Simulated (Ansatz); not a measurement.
AlNi:

```
CELL_PARAMETERS angstrom
2.88100 0.00000 0.00000
0.00000 2.88100 0.00000
0.00000 0.00000 2.88100
ATOMIC_POSITIONS crystal
Ni 0.50000 0.50000 0.50000
Al 0.00000 0.00000 0.00000
```

Below is the output of Ansatz 0.2.0 for this cell. Logs are shortened: lines on timing, memory, paths and dates and some standing lists are left out, and cuts for length are marked.

```text
Warning: RAYON_NUM_THREADS=2 ignored (pool sized by the plan → 2); use --threads N
LAPW: plane waves up to 8.516 Å⁻¹, error target 1.0e-3 eV per atom; small_component_spin mean_spin; Al in spheres of 1.113 Å, 11 of its electrons in bands, Dirac shells []; Ni in spheres of 1.308 Å, 18 of its electrons in bands, Dirac shells [] (how accurate: hamiltonian.pseudopotentials.lapw.basis_error, Limitations)
Engine: ansatz 0.2.0, aarch64-unknown-linux-gnu
Pseudopotentials: kind: all_electron
Pseudopotential: Ni, LAPW, valence charge 18, lapw/all_electron/scalar/gaussian/Ni, Koelling and Harmon's equation, gaussian nucleus
Pseudopotential: Al, LAPW, valence charge 11, lapw/all_electron/scalar/gaussian/Al, Koelling and Harmon's equation, gaussian nucleus
Functional definition: SPW92
  exchange = slater_x
  correlation = pw_c
Crystal: 2 atoms, lattice volume = 23.913 Å³
Basis set: ecut = 276.3094988641759 eV, 251 PW (Γ), exchange–correlation at level 2
Bands: 19, of which v1, the nominal top of the filled ones, is band 15 counted from 1 (14 counted from 0)
Symmetry: 48 space group operations
Space group: Pm-3m (ITA 221), of the structure as read, at distance tolerance 2.9e-5 Å
Magnetic group: BNS 221.92 (UNI 1594), of the structure as read, at distance tolerance 2.9e-5 Å
k-points: 20 of 343
Non-local potential: Ni, projectors of the file, none
Non-local potential: Al, projectors of the file, none
Initial density: superposition of atomic densities (chi_scale 0.1, normalization cell)
Starting moments: Σ|m| = 1 μB on 1 of 2 sites
Initial wavefunctions: plane waves of lowest kinetic energy (no species holds an atomic orbital)
Functional: x = slater, c = lda
SCF 1 converged in 11 iterations: F = -47900.981130 eV  dr2 = 1.91e-13
Initial density: read from a saved state, or passed on in memory by an earlier SCF of this step, an earlier step, the calling program or the single point that the run made first
Stability of the state it starts from, as read at its close in the collinear treatment: not read negative (Ritz values of 1 − χ₀K, real part plus size of imaginary part, from 0.70 to 0.81, by its mixing steps under the symmetry group of the SCF that read it); its run was given moments
iter 1 solved again at ethr=6.51e-9 eV; its pass at ethr=1.00e-1 eV (dr2=1.89e-6 eV) is discarded
[... 33 lines left out ...]
Free energy (F): -47900.981130 eV
Harris-Foulkes:  -47900.981130 eV  (|F-HF|=0.00e0)
Internal energy: -47900.975014 eV  (E = F + TS)
E sigma→0 (E₀):  -47900.978072 eV
Entropy (-TS):   -0.006116 eV (-3.058 meV/atom)
Fermi energy:    15.169455 eV
--- Per-component energies (eV) ---
  E_band       = -780.146480
  E_kinetic    = 48547.582556
  E_xc         = -2147.131392
  E_electrostatic = -94301.426178  (all electrons and nuclei)
  E_smearing   = -0.006116  (= −TS)
  E_closure    = 0.000000  (closes the sum)
  E_atoms      = -47887.135896  (free atoms, spherical and without spin; not in F)
  Σ components = -47900.981130   (vs F -47900.981130, Δ=0.00e0)
  Basis errors (estimates in eV, not in F): energy 2.7e-4 per atom: plane waves 2.6e-4 (1.4e-4 summed), levels above the bands 3.1e-53, relativity 3.4e-9, radial functions 8.1e-6, core shells 2.4e-11; eigenvalues (radial functions only) 8.2e-7; not estimated: angular momenta, meshes, grids; target (lapw.basis_error) 1.0e-3; muffin-tin radii Al 1.113 Å, Ni 1.308 Å
--- Forces (eV/Å), atoms counted from 1 ---
  atom   1  Ni     0.00000000    -0.00000000    -0.00000000
  atom   2  Al    -0.00000000     0.00000000     0.00000000
  max |Σ_I F_I| component: 2.27e-30 eV/Å
--- Band table (eV; the first three rows and the last of 40) ---
  k-point 0 ↑: bands = ["-87.4487", "-87.0681", "-49.2655", "-49.2655", "-49.2655", "-48.2799", "-48.2799", "-48.2799", "3.8867", "11.7767", "11.7767", "13.4766", "13.4766", "13.4766", "20.4410", "20.4410", "20.4410", "23.2361", "23.2361"]
  k-point 1 ↑: bands = ["-87.4483", "-87.0681", "-49.2673", "-49.2650", "-49.2650", "-48.2847", "-48.2799", "-48.2799", "4.2615", "11.7264", "11.8610", "13.3228", "13.3228", "13.4934", "17.9180", "20.9278", "20.9278", "23.2540", "25.2906"]
  k-point 2 ↑: bands = ["-87.4473", "-87.0680", "-49.2713", "-49.2638", "-49.2638", "-48.2956", "-48.2800", "-48.2800", "5.3626", "11.1296", "12.0580", "13.0136", "13.0136", "13.5315", "15.3337", "22.2450", "22.2450", "23.3015", "26.9797"]
  k-point 19 ↓: bands = ["-87.4436", "-87.0664", "-49.2731", "-49.2727", "-49.2727", "-48.3001", "-48.3001", "-48.2997", "10.6324", "11.0264", "11.0264", "13.8168", "13.8168", "15.2431", "16.9680", "16.9680", "18.5516", "20.1514", "20.1514"]
--- Phonons: 2 displaced members + reference (amplitude 0.01 Å, Σ member SCF iterations 13) ---
  symmetry images taken by strict's conditions (phonons.symmetry_images: auto; settled by no image being taken that strict refuses)
  ASR residual: 1.135e-3 → 0.000e0 eV/Å²; symmetrization residual: 3.199e-4 eV/Å²
  largest component of a force at the reference: 3.4e-30 eV/Å
  ASR residual per site (eV/Å²): 2.93e-4 1.13e-3
  Γ frequencies (cm⁻¹): 0.00 0.00 0.00 275.33 275.33 275.33
  density of states and harmonic sums: on the 21×21×21 q-mesh, interpolated from the force constants of a 1×1×1 supercell (no non-analytic term)
  largest difference from the sums on the solved wave vectors: F 4.61e-1 eV, S 7.19e-4 and C_V 2.58e-4 eV/K
  zero-point energy: 0.069816 eV/cell   skipped modes (ω ≤ 0): 3   left out of the sums: 5.40e-5 of the cell's modes: C_V's classical limit lies that fraction below 3 k_B per atom; for a crystal, a wire or a layer, F and S can be off by more, and a phonons.interpolated_qmesh denser along its periods is the remedy for the sampling
```

Problem. Write the input and the command behind it.

Solution. Phonons with LDA, collinear spin, ferromagnetic start. The files as run (others can give the same):

input.yaml
```yaml
crystal:
  lattice:
    - [2.881, 0.0, 0.0]
    - [0.0, 2.881, 0.0]
    - [0.0, 0.0, 2.881]
  atoms:
    - { symbol: Ni, position: [0.5, 0.5, 0.5], spin: 1.0 }
    - { symbol: Al, position: [0.0, 0.0, 0.0] }
kpoints:
  mp_grid: { grid: [7, 7, 7] }
scf:
  occupations: { method: fermi_dirac, width: 0.05 }
hamiltonian:
  xc: lda
  pseudopotentials: { kind: all_electron, lapw: { basis_error: 0.001 } }
magnetization:
  spin_polarized: true
output: {}
phonons:
  method: fd
  supercell: [1, 1, 1]
```

Potentials or basis: all-electron LAPW, scalar-relativistic.
Run with:
```console
$ ansatz run input.yaml --threads 2 --pin off --max-ram 6144MiB --backend cpu --events-out ev --progress --plain --runs-dir out
```

Caveat: the k mesh is thin for a metal, which can move the energy by tens of meV per atom; a metal's response needs a denser mesh; the program listed the state as in doubt.
